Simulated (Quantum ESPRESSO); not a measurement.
As:

```
As
1.0
     1.88080    1.08588    3.51406
    -1.88080    1.08588    3.51406
     0.00000   -2.17176    3.51406
As
2
Direct
  0.22600 0.22600 0.22600
  0.77400 0.77400 0.77400
```

Base run:

* Program: Quantum ESPRESSO 7.5
* Functional: LDA
* Potentials or basis: SG15 PBE 1.2
* Cutoff: 952 eV
* Density cutoff: 3810 eV
* k mesh: 9 × 9 × 9
* Occupations: fermi-dirac, width 0.05 eV
* Spin: no spin polarisation

Its results: band gap on the k mesh none (metal or under the smearing width); pressure 2.3 GPa; largest force 0.635 eV/Å.

Q: After a change of settings the same cell gave: band gap on the k mesh none (metal or under the smearing width); pressure 4.8 GPa; largest force 0.435 eV/Å. Which change was it?
A. functional from LDA to SCAN; k mesh from 9 × 9 × 9 to 7 × 7 × 7
B. functional from LDA to r2SCAN; k mesh from 9 × 9 × 9 to 7 × 7 × 7
C. functional from LDA to RPBE
D. functional from LDA to AM05

A: C.

RPBE binds less tightly than LDA, so the same cell stands under more pressure.

Caveats: the potentials were made for another functional, which shifts forces and pressure.

Runs at the PBE level aren't shown here.
